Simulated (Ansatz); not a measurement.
# Be: the cost of one run

Method: DFT PBE, scalar-relativistic, in Ansatz 0.2.0.

### Step 1. The starting structure

It takes space group Im-3m (No. 229, cubic). The conventional cell has a = 2.506 Å, b = 2.506 Å, c = 2.506 Å, α = 90.00°, β = 90.00°, γ = 90.00°. Around Be (site symmetry m-3m) lie 8 Be at 2.17 Å.

Structure file:

```cif
data_structure
_symmetry_space_group_name_H-M 'P 1'
_symmetry_Int_Tables_number 1
_cell_length_a 2.1705
_cell_length_b 2.1705
_cell_length_c 2.1705
_cell_angle_alpha 109.471
_cell_angle_beta 109.471
_cell_angle_gamma 109.471
_cell_volume 7.87
loop_
_atom_site_label
_atom_site_type_symbol
_atom_site_fract_x
_atom_site_fract_y
_atom_site_fract_z
_atom_site_occupancy
Be1 Be 0.00000 0.00000 0.00000 1
```

### Step 2. The deformed structure

Space group Im-3m before, I4/mmm after.

### Step 3. Full-potential LAPW

Contents of input.yaml:

```yaml
crystal:
  lattice:
    - [-1.2531209513, 1.2531209513, 1.2907145798]
    - [1.2531209513, -1.2531209513, 1.2907145798]
    - [1.2531209513, 1.2531209513, -1.2907145798]
  atoms:
    - { symbol: Be, position: [0.0, 0.0, 0.0] }
kpoints:
  mp_grid: { grid: [23, 23, 23] }
  band_path:
    path:
      - [0.0, 0.0, 0.0]
      - [0.0, 0.0, 0.5]
      - [0.25, 0.25, 0.25]
      - [0.0, 0.5, 0.0]
      - [0.0, 0.0, 0.0]
      - [0.5, 0.5, -0.5]
      - [0.4856489773, 0.5143510227, -0.4856489773]
      - [-0.4856489773, 0.4856489773, 0.4856489773]
      - [0.0, 0.0, 0.0]
    npoints: 5
scf:
  occupations: { method: fermi_dirac, width: 0.03 }
hamiltonian:
  xc: pbe
  pseudopotentials: { kind: all_electron, lapw: { basis_error: 0.00025 } }
output:
  forces: true
  stress: true
  eigenvalues: true
```

The run is started by

```
$ ansatz run input.yaml --threads 1 --pin off --max-ram 3072MiB --backend cpu --events-out ev --progress --plain --runs-dir out
```

Q: Estimate wall time and peak memory on 1 thread of Intel Xeon Platinum 8488C (Sapphire Rapids), shared host.

About 12 s, with a peak of 0.39 GiB.
